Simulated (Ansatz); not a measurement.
BaO (started from an entry of an open crystallographic database), relaxed with r2SCAN. It is cubic, Fm-3m (No. 225); a = 5.544 Å in the conventional setting, 21.30 Å³ an atom. Ba has 6 O at 2.77 Å; O has 6 Ba at 2.77 Å.

```cif
data_structure
_symmetry_space_group_name_H-M 'Fm-3m'
_symmetry_Int_Tables_number 225
_cell_length_a 5.5439
_cell_length_b 5.5439
_cell_length_c 5.5439
_cell_angle_alpha 90.000
_cell_angle_beta 90.000
_cell_angle_gamma 90.000
_cell_volume 170.39
loop_
_atom_site_label
_atom_site_type_symbol
_atom_site_symmetry_multiplicity
_atom_site_Wyckoff_symbol
_atom_site_fract_x
_atom_site_fract_y
_atom_site_fract_z
_atom_site_occupancy
Ba1 Ba 4 a 0.00000 0.00000 0.00000 1
O1 O 4 b 0.50000 0.00000 0.00000 1
```

The questions ask for values computed with the plane-wave code Ansatz on this geometry. The values are computed, non-magnetic, and not measurements.

Q: Is there a gap with PBE, and of what kind?

A: PBE gives a direct gap of 2.05 eV at X.

Q: How does the gap change from PBE to LDA (8×8×8)?

A: LDA gives a direct gap of 1.91 eV at X. The gap differs by -0.14 eV from PBE's.

Q: How does the gap change from PBE to HSE06+SOC (4×4×4)?

A: The HSE06+SOC gap is direct at X: 3.28 eV. The gap differs by +1.23 eV from PBE's.

Q: What does DDH-PBE0 give for the gap (6×6×6 mesh)?

A: The DDH-PBE0 gap is direct at X: 3.96 eV. The share of exact exchange is 0.239. The gap differs by +1.91 eV from PBE's.

Q: What does r2SCAN0 give for the gap (6×6×6 mesh)?

A: The r2SCAN0 gap is direct at X: 4.27 eV. The gap differs by +2.22 eV from PBE's.

Q: What does G0W0@PBE with 315 empty bands, a screening cutoff of 220 eV and a 4×4×4 mesh give?

A: 3.29 eV (PBE's gap over the path plus the quasiparticle shift read on the mesh). Over the mesh points the PBE gap of 2.05 eV becomes a quasiparticle gap of 3.29 eV (direct at X), a change of +1.24 eV. Renormalisation factors Z lie between 0.71 and 0.82. No extrapolation in bands, cutoff or mesh was made for G0W0.

Q: Roughly how does the cost of the LDA run (8×8×8) compare with r2SCAN's (8×8×8)?

A: About 0.4 times as much (1.4 core-seconds against 3 core-seconds, on 2 threads of Arm Neoverse V2 (shared host)).

Q: How strongly does the crystal screen a field with clamped ions (r2SCAN)?

A: The electronic dielectric tensor ε∞ is 3.88 in all directions. Born charges, averaged over directions: Ba +2.71, O -2.71 e.

Q: How do the levels compare, in gap and in cost?

A: Taking G0W0@PBE (315 empty bands, 220 eV, 4×4×4), 3.29 eV, as the yardstick (a computed one, not at the basis limit), HSE06 comes nearest, +0.03 eV off, at about 29 times r2SCAN's cost; G0W0 itself took about 19 times r2SCAN's cost. The others: r2SCANh -0.17, DDH-PBE0 +0.67, PBE0 +0.76, r2SCAN -0.91, r2SCAN0 +0.98, PBE -1.24, LDA -1.38 eV. The yardstick still moved by +0.19 eV in its last step of bands and cutoff, so this order can change. r2SCAN covers 26 % of the step from PBE to HSE06, while HSE06 needs about 29 times r2SCAN's cost (on a coarser mesh). Among these functionals the gap stays direct.

Only the levels marked +SOC include spin-orbit coupling.

The meshes of the hybrids are coarse, so their gaps aren't converged to the digits shown.
